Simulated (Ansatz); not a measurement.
The reference is BAs in the zinc blende structure (space group F-43m, No. 216; a = 4.809 Å).

(Cell as relaxed with PBE.)

Levels (all Ansatz, an electronic-structure program, PAW): PBE (420 eV, no SOC); r2SCAN (500 eV, spin-orbit coupling left out).

Each level relaxes its own structure.

```csv
base,PBE,r2SCAN
volume per atom,13.90 Å³,13.69 Å³
lattice parameter a,4.809 Å,4.784 Å
band gap,1.21 eV,1.38 eV
```

It is then changed as follows: every As is replaced by Ga; the structure is relaxed again.

```
quantity              PBE    r2SCAN
---------------  --------  --------
volume per atom  15.09 Å³  14.77 Å³
band gap             zero      zero
```

PBE's volume per atom lies 0.314 Å³ above r2SCAN's (2.1 %); the two agree on the band gap. Neither level is exact; r2SCAN is the comparison here, not a measurement.

Stability against distortions was not tested. As relaxed here, GaB is a hypothetical phase, not in the database extracts checked. The final runs are not spin-polarised.
